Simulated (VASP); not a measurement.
Input of a VASP 6.6.1 run:

The input POSCAR:

```
TiTe2
1.0
    3.7770000000      0.0000000000      0.0000000000
   -1.8885000000      3.2709779501      0.0000000000
    0.0000000000      0.0000000000      6.4980000000
Te Ti
2 1
Direct
    0.3333333333      0.6666666667      0.7372000000
    0.6666666667      0.3333333333      0.2628000000
    0.0000000000      0.0000000000      0.0000000000
```

File INCAR.step1:

```
ALGO     = Normal         # electronic algorithm
EDIFF    = 1E-6           # SCF threshold, eV
ENCUT    = 520            # plane-wave cutoff, eV
GGA      = PE             # functional
ISIF     = 2              # what is computed and relaxed
ISMEAR   = 0              # smearing method
LASPH    = True           # aspherical terms in the spheres
LCHARG   = True           # write CHGCAR
LREAL    = False          # projectors in reciprocal space
LWAVE    = True           # write WAVECAR
NELM     = 100            # most SCF steps
PREC     = Accurate       # precision mode
SIGMA    = 0.02           # smearing width, eV
```

The input INCAR.step2:

```
ALGO     = Normal         # electronic algorithm
EDIFF    = 1E-6           # SCF threshold, eV
ENCUT    = 520            # plane-wave cutoff, eV
GGA      = PE             # functional
ICHARG   = 11             # starting density
ISIF     = 2              # what is computed and relaxed
ISMEAR   = 0              # smearing method
ISTART   = 1            
ISYM     = -1           
LASPH    = True           # aspherical terms in the spheres
LCHARG   = False          # write CHGCAR
LREAL    = False          # projectors in reciprocal space
LSCDM    = True         
LWAVE    = False          # write WAVECAR
NELM     = 100            # most SCF steps
NUM_WANN = 12           
PREC     = Accurate       # precision mode
SIGMA    = 0.02           # smearing width, eV
```

Contents of KPOINTS:

```
k-points
0
Gamma
  4 4 2
```

KPOINTS_OPT

```
path GMKGALHA,LM,KH
12
line-mode
reciprocal
 0.0000000000  0.0000000000  0.0000000000  G
 0.5000000000  0.0000000000  0.0000000000  M

 0.5000000000  0.0000000000  0.0000000000  M
 0.3333333333  0.3333333333  0.0000000000  K

 0.3333333333  0.3333333333  0.0000000000  K
 0.0000000000  0.0000000000  0.0000000000  G

 0.0000000000  0.0000000000  0.0000000000  G
 0.0000000000  0.0000000000  0.5000000000  A

 0.0000000000  0.0000000000  0.5000000000  A
 0.5000000000  0.0000000000  0.5000000000  L

 0.5000000000  0.0000000000  0.5000000000  L
 0.3333333333  0.3333333333  0.5000000000  H

 0.3333333333  0.3333333333  0.5000000000  H
 0.0000000000  0.0000000000  0.5000000000  A

 0.5000000000  0.0000000000  0.5000000000  L
 0.5000000000  0.0000000000  0.0000000000  M

 0.3333333333  0.3333333333  0.0000000000  K
 0.3333333333  0.3333333333  0.5000000000  H
```

File KPOINTS_WAN:

```
path GMKGALHA,LM,KH
12
line-mode
reciprocal
 0.0000000000  0.0000000000  0.0000000000  G
 0.5000000000  0.0000000000  0.0000000000  M

 0.5000000000  0.0000000000  0.0000000000  M
 0.3333333333  0.3333333333  0.0000000000  K

 0.3333333333  0.3333333333  0.0000000000  K
 0.0000000000  0.0000000000  0.0000000000  G

 0.0000000000  0.0000000000  0.0000000000  G
 0.0000000000  0.0000000000  0.5000000000  A

 0.0000000000  0.0000000000  0.5000000000  A
 0.5000000000  0.0000000000  0.5000000000  L

 0.5000000000  0.0000000000  0.5000000000  L
 0.3333333333  0.3333333333  0.5000000000  H

 0.3333333333  0.3333333333  0.5000000000  H
 0.0000000000  0.0000000000  0.5000000000  A

 0.5000000000  0.0000000000  0.5000000000  L
 0.5000000000  0.0000000000  0.0000000000  M

 0.3333333333  0.3333333333  0.0000000000  K
 0.3333333333  0.3333333333  0.5000000000  H
```

Potentials or basis: VASP PAW PBE potentials, release 64 (Te, Ti_sv).

The run is started by

```sh
$ cat potpaw_PBE.64/Te/POTCAR potpaw_PBE.64/Ti_sv/POTCAR > POTCAR
$ cp INCAR.step1 INCAR
$ mpirun -np 1 vasp_std > vasp.out
$ cp INCAR.step2 INCAR
$ mpirun -np 1 vasp_std > vasp.out
```

**Question.** Estimate the band gap along the path.

**Answer.** None (metal or under the smearing width).

Levels at the corners of the path, in eV from the Fermi level:
```csv
point,band 9,band 10,band 11,band 12,band 13,band 14,band 15,band 16
Γ,-1.70,0.31,0.37,0.37,0.56,1.04,1.04,3.04
M,-2.73,-2.41,-1.78,-1.16,-0.01,1.14,1.45,2.39
M,-2.73,-2.41,-1.78,-1.16,-0.01,1.14,1.45,2.39
K,-3.68,-2.40,-2.35,-2.35,0.94,1.42,1.42,2.04
K,-3.68,-2.40,-2.35,-2.35,0.94,1.42,1.42,2.04
Γ,-1.70,0.31,0.37,0.37,0.56,1.04,1.04,3.04
Γ,-1.70,0.31,0.37,0.37,0.56,1.04,1.04,3.04
A,-1.62,-1.62,0.36,0.36,0.73,0.73,0.98,3.47
A,-1.62,-1.62,0.36,0.36,0.73,0.73,0.98,3.47
L,-2.43,-2.05,-0.99,-0.63,-0.29,1.14,1.43,2.58
L,-2.43,-2.05,-0.99,-0.63,-0.29,1.14,1.43,2.58
H,-3.72,-3.25,-1.72,-1.72,0.95,0.98,0.98,2.97
H,-3.72,-3.25,-1.72,-1.72,0.95,0.98,0.98,2.97
A,-1.62,-1.62,0.36,0.36,0.73,0.73,0.98,3.47
L,-2.43,-2.05,-0.99,-0.63,-0.29,1.14,1.43,2.58
M,-2.73,-2.41,-1.78,-1.16,-0.01,1.14,1.45,2.39
K,-3.68,-2.40,-2.35,-2.35,0.94,1.42,1.42,2.04
H,-3.72,-3.25,-1.72,-1.72,0.95,0.98,0.98,2.97
```

Caveat: the k mesh is coarse (spacing up to 0.48 Å⁻¹), so the values aren't converged; spin-orbit coupling is left out, which moves the levels of the heavy elements.
